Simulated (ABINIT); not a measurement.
## Sn in ABINIT: convergence with smearing width

Input of the first run (smearing width 0.272 eV); the others differ in this setting and in those tied to it:

Contents of run.abi:

```
pp_dirpath "./"
pseudos "Sn.upf"

acell 3*1.0 Angstrom
rprim
    -1.7265390000     1.7755470000     2.3383420000
     1.7265390000    -1.7755470000     2.3383420000
     1.7265390000     1.7755470000    -2.3383420000
ntypat 1
znucl 50
natom 1
typat 1
xred
     0.0000000000     0.0000000000     0.0000000000
chkprim 0
chksymtnons 0
tolsym 1.0e-6

ecut 1387.780699 eV

kptopt 1
ngkpt 7 7 7
nshiftk 1
shiftk 0.0 0.0 0.0

ixc 15

nband 15
occopt 6
tsmear 0.00999582

nstep 100
tolvrs 1.0e-10

iomode 3
prtwf 0
prtden 0
prteig 0
prtebands 0
enunit 2
```

Potentials or basis: PseudoDojo NC SR PBE v0.5 stringent.

Command:

```sh
$ abinit run.abi > log 2>&1
```

This isn't the form of Sn at room conditions, which is tetragonal (white tin).

Hardware: 1 thread of Arm Neoverse V1, on a shared host.

```tsv
smearing width	energy less the tightest run (meV/atom)	pressure (GPa)	SCF cycles	CPU time (s)	peak memory (GiB)
0.272 eV	-2.27	0.61	9	96	0.13
0.2 eV	-1.47	0.64	10	100	0.13
0.136 eV	-0.75	0.66	10	100	0.13
0.1 eV	-0.32	0.66	10	100	0.13
0.05 eV	-0.05	0.66	10	100	0.13
0.025 eV	0.01	0.63	9	94	0.13
0.01 eV	0.00	0.64	10	100	0.13
```

Against the tightest run, the energy stays within 1 meV/atom from 0.136 eV on; the pressure stays within 0.1 GPa from 0.272 eV on. Narrower smearing needs a denser k mesh, so at a fixed mesh the narrowest width isn't the most accurate. The tightest run that finished is the yardstick and may itself not be fully converged.

Caveat, for the tightest run too: the k mesh is coarse (spacing up to 0.36 Å⁻¹), so the values aren't converged; the potentials were made for another functional, which shifts forces and pressure.
